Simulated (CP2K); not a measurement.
Here is a CP2K 2026.2 calculation.

tise_vcrelax.inp

```
&GLOBAL
  PROJECT tise_vcrelax
  RUN_TYPE CELL_OPT
  PRINT_LEVEL LOW
&END GLOBAL
&FORCE_EVAL
  METHOD QS
  STRESS_TENSOR ANALYTICAL
  &DFT
    BASIS_SET_FILE_NAME BASIS_MOLOPT_UZH
    POTENTIAL_FILE_NAME GTH_POTENTIALS
    &MGRID
      CUTOFF 450
      REL_CUTOFF 60
      NGRIDS 4
    &END MGRID
    &QS
      METHOD GPW
      EPS_DEFAULT 1.0E-9
      EXTRAPOLATION USE_PREV_P
    &END QS
    &KPOINTS
      SCHEME MONKHORST-PACK 5 5 4
      GAMMA_CENTERED T
    &END KPOINTS
    &SCF
      SCF_GUESS ATOMIC
      EPS_SCF 1.0E-6
      MAX_SCF 100
      ADDED_MOS 20
      CHOLESKY OFF
      EPS_EIGVAL 1.0E-7
      &DIAGONALIZATION ON
        ALGORITHM STANDARD
      &END DIAGONALIZATION
      &MIXING ON
        METHOD BROYDEN_MIXING
        ALPHA 0.4
        BETA 1.5
        NBUFFER 8
      &END MIXING
      &SMEAR ON
        METHOD FERMI_DIRAC
        ELECTRONIC_TEMPERATURE [K] 116.045
      &END SMEAR
    &END SCF
    &XC
      &XC_FUNCTIONAL
        &LDA_X
        &END LDA_X
        &LDA_C_PW
        &END LDA_C_PW
      &END XC_FUNCTIONAL
    &END XC
    &PRINT
      &KPOINTS ON
      &END KPOINTS
      &MULLIKEN ON
        &EACH
          CELL_OPT 0
        &END EACH
        ADD_LAST NUMERIC
      &END MULLIKEN
      &MO ON
        ENERGIES T
        OCCUPATION_NUMBERS T
        &EACH
          QS_SCF 0
          CELL_OPT 0
        &END EACH
        ADD_LAST NUMERIC
      &END MO
      &LOWDIN ON
        &EACH
          CELL_OPT 0
        &END EACH
        ADD_LAST NUMERIC
      &END LOWDIN
      &HIRSHFELD ON
        SHAPE_FUNCTION DENSITY
        &EACH
          CELL_OPT 0
        &END EACH
        ADD_LAST NUMERIC
      &END HIRSHFELD
    &END PRINT
  &END DFT
  &SUBSYS
    &CELL
      ABC 4.1783570000 4.1783570000 5.9844230000
      ALPHA_BETA_GAMMA 90.0000000000 90.0000000000 90.0000000000
      PERIODIC XYZ
    &END CELL
    &COORD
      Se  0.0000000000 2.0891785000 4.5514888192
      Se  2.0891785000 0.0000000000 1.4329341808
      Ti  0.0000000000 0.0000000000 0.0000000000
      Ti  2.0891785000 2.0891785000 0.0000000000
    &END COORD
    &KIND Se
      BASIS_SET TZVP-MOLOPT-PBE-GTH-q6
      POTENTIAL GTH-PADE-q6
    &END KIND
    &KIND Ti
      BASIS_SET TZVP-MOLOPT-PBE-GTH-q12
      POTENTIAL GTH-PADE-q12
    &END KIND
    &PRINT
      &ATOMIC_COORDINATES ON
      &END ATOMIC_COORDINATES
      &CELL ON
      &END CELL
    &END PRINT
  &END SUBSYS
  &PRINT
    &FORCES ON
    &END FORCES
    &STRESS_TENSOR ON
    &END STRESS_TENSOR
  &END PRINT
&END FORCE_EVAL
&MOTION
  &CELL_OPT
    OPTIMIZER BFGS
    MAX_ITER 40
    MAX_FORCE [eV*angstrom^-1] 0.03
    RMS_FORCE [eV*angstrom^-1] 0.03
    MAX_DR 1.0E-2
    RMS_DR 1.0E-2
    EXTERNAL_PRESSURE [bar] 0.0
    PRESSURE_TOLERANCE [bar] 300
    KEEP_SPACE_GROUP T
  &END CELL_OPT
  &PRINT
    &TRAJECTORY ON
    &END TRAJECTORY
    &CELL ON
    &END CELL
    &FORCES ON
    &END FORCES
    &STRESS ON
    &END STRESS
    &RESTART OFF
    &END RESTART
    &RESTART_HISTORY OFF
    &END RESTART_HISTORY
  &END PRINT
&END MOTION
```

Potentials or basis: GTH_POTENTIALS Se GTH-PADE-q6, Ti GTH-PADE-q12; TZVP-MOLOPT-PBE-GTH basis.

The run is started by

```bash
$ OMP_NUM_THREADS=1 mpirun -n 3 cp2k.psmp -i tise_vcrelax.inp -o tise_vcrelax.out
```

Q: Estimate the Hirshfeld charges.

A: Se -0.05; Ti +0.05 e.

Q: Predict the space group after relaxing (to 0.05 Å).

A: P4/nmm (No. 129).

Q: Estimate the band gap on the k mesh.

A: None (metal or under the smearing width).

Q: What does it give for the relaxed volume?

A: 22.12 Å³/atom.

Forces on the atoms (eV/Å):
```
Se   0.000  0.000 -0.003
Se   0.000  0.000  0.003
Ti   0.000  0.000  0.000
Ti   0.000  0.000  0.000
```

Caveat: the volume moved by over 15 % at a fixed basis, so the end points are rough; the basis of atomic orbitals isn't converged, which shifts pressures, moduli and gaps.
